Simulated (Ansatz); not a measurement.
A run of Ansatz 0.2.0 is set up as follows.

input.yaml

```yaml
crystal:
  lattice:
    - [0.0, 3.2319988239, 3.2319988239]
    - [3.2319988239, 0.0, 3.2319988239]
    - [3.2319988239, 3.2319988239, 0.0]
  atoms:
    - { symbol: Te, position: [0.25, 0.25, 0.25] }
    - { symbol: Mg, position: [0.0, 0.0, 0.0] }
hamiltonian:
  xc: pbe
  pseudopotentials: { kind: paw }
kpoints:
  mp_grid: { grid: [7, 7, 7] }
scf:
  occupations: { method: gaussian, width: 0.02 }
output:
  forces: true
  stress: true
  eigenvalues: true
```

Potentials or basis: Ansatz PAW.

The run is started by

```sh
$ ansatz run input.yaml --threads 2 --pin off --max-ram 5632MiB --backend cpu --events-out ev --progress --plain --runs-dir out
```

(1) Estimate the pressure.

(2) Predict the band gap on the k mesh.

Answers

(1) 0.7 GPa.

(2) 2.42 eV, direct.

Caveat: odd divisions of the mesh miss points on the zone boundary, where band edges often lie, so the gap on the mesh can be too wide; spin-orbit coupling is left out, which moves the levels of the heavy elements.
